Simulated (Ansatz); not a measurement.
S: pressure and energy above lowest point against volume per atom

All results are calculated (Ansatz 0.2.0 development build). Equation of state of a cubic crystal from periodic Kohn-Sham density functional theory without spin; pressure corrected for the finite basis.

Cell of the first row (space group Im-3m, No. 229):
```
CELL_PARAMETERS angstrom
-1.54640 1.54640 1.54640
1.54640 -1.54640 1.54640
1.54640 1.54640 -1.54640
ATOMIC_POSITIONS crystal
S 0.00000 0.00000 0.00000
```

Settings of every row: formula S; structure type bcc; functional PBE; spin treatment none; k mesh 48x48x48; occupation method fermi-dirac; occupation width 0.061225619 eV; wave cutoff 420 eV; datasets soft-1 PAW; density cutoff ratio 4.

Limits: a cubic model structure, not a phase known at ambient conditions.

| row | volume per atom (Å³) | pressure (GPa) | energy above lowest point (meV/atom) |
| --- | --- | --- | --- |
| 1 | 14.793 | 5.975 | 16.94 |
| 2 | 15.108 | 3.801 | 7.38 |
| 3 | 15.422 | 1.846 | 1.87 |
| 4 | 15.737 | 0.087 | 0 |
| 5 | 16.052 | -1.496 | 1.41 |
| 6 | 16.367 | -2.921 | 5.78 |
| 7 | 16.681 | ? | ? |

Question: what pressure and energy above lowest point should row 7 give?

Worked fit of pressure. Take u = (V_r/V)^(2/3) − 1 with V_r = 15.579 Å³ an atom, which is twice the finite (Eulerian) strain; such expansions in the strain, on which the Birch-Murnaghan equation of state is built, carry the rest volume and the bulk modulus. The shown rows have u = 0.03512, 0.02068, 0.00678, -0.0067, -0.01974, -0.03236. Least squares give pressure = 0.946 + 130.813 × u + 351.63 × u² GPa; a straight line predicts inner rows, each left out in turn, worse (root mean square 0.15 against 0.0037 GPa). The rows lie off it by 0.001, -0.001, -0.003, 0.002, 0.003, -0.002. The pressure vanishes at u = -0.0074, or V = 15.75 Å³ an atom, and there the bulk modulus at fixed shape and fractions is B = −V dP/dV = (2/3)(1 + u) dP/du = 83.1 GPa. The withheld row has u = -0.04454, so the fit gives 0.946 + 130.813 × (-0.04454) + 351.63 × (-0.04454)² = -4.183 GPa.

The calculation gave -4.202 GPa. The fit lies 0.019 GPa (0.19 % of the column's range) above it; its largest miss of a shown row is 0.003 GPa. This row lies beyond the range of the fit.

Worked fit of energy above lowest point. Take u = (V_r/V)^(2/3) − 1 with V_r = 15.579 Å³ an atom, which is twice the finite (Eulerian) strain; such expansions in the strain, on which the Birch-Murnaghan equation of state is built, carry the rest volume and the bulk modulus. The shown rows have u = 0.03512, 0.02068, 0.00678, -0.0067, -0.01974, -0.03236. Least squares give energy above lowest point = 0.507 + 138.42 × u + 9347.1 × u² + 1021 × u³ meV/atom; a parabola predicts inner rows, each left out in turn, worse (root mean square 0.014 against 0.0075 meV/atom). The rows lie off it by 0.00, 0.00, -0.01, 0.00, 0.00, 0.00. Its lowest point lies at u = -0.0074, or V = 15.75 Å³ an atom, and the curvature there gives the bulk modulus at fixed shape and fractions, B = (4/9)(1 + u)² E″(u)/V = 83 GPa. The withheld row has u = -0.04454, so the fit gives 0.507 + 138.42 × (-0.04454) + 9347.1 × (-0.04454)² + 1021 × (-0.04454)³ = 12.79 meV/atom.

The calculation gave 12.8 meV/atom. The fit lies 0.01 meV/atom (0.059 % of the column's range) below it, one unit of the last digit. This row lies beyond the range of the fit.
